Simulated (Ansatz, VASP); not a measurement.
## One calculation of Bi, two programs

```
Bi
1.0
     5.64158    0.00000    0.00000
    -2.82079    4.88575    0.00000
     0.00000    0.00000    3.27376
Bi
3
Direct
  0.00000 0.00000 0.00000
  0.33333 0.66667 0.50000
  0.66667 0.33333 0.50000
```

Alike in both runs: functional PBEsol; k mesh 3 × 3 × 6; occupations gaussian, width 0.1 eV; no spin polarisation.

Ansatz relaxed the structure, and its values are those at the end. VASP's run is a single point on that final structure, the one shown.

|  | VASP | Ansatz |
| --- | --- | --- |
| version | VASP 6.6.1 | Ansatz 0.2.0 |
| potentials or method | VASP PAW PBE potentials, release 64 (Bi_d) | scalar-relativistic, plane waves, PAW |
| plane-wave cutoff (eV) | 520 | 420 |
| valence electrons in the cell | 45 | 45 |

|  | VASP | Ansatz | Ansatz less VASP |
| --- | --- | --- | --- |
| gap on the k mesh at the Fermi level (eV) | none | none | - |
| pressure (GPa) | 0.0 | 0.0 | +0.05 |

A gap of «none» marks a metal or a gap that the smearing closes.

Caveats: the k mesh is coarse (spacing up to 0.43 Å⁻¹), so the values aren't converged; the PAW data sets were made with another functional, which shifts forces and pressure a little (VASP); spin-orbit coupling is left out, which moves the levels of the heavy elements.
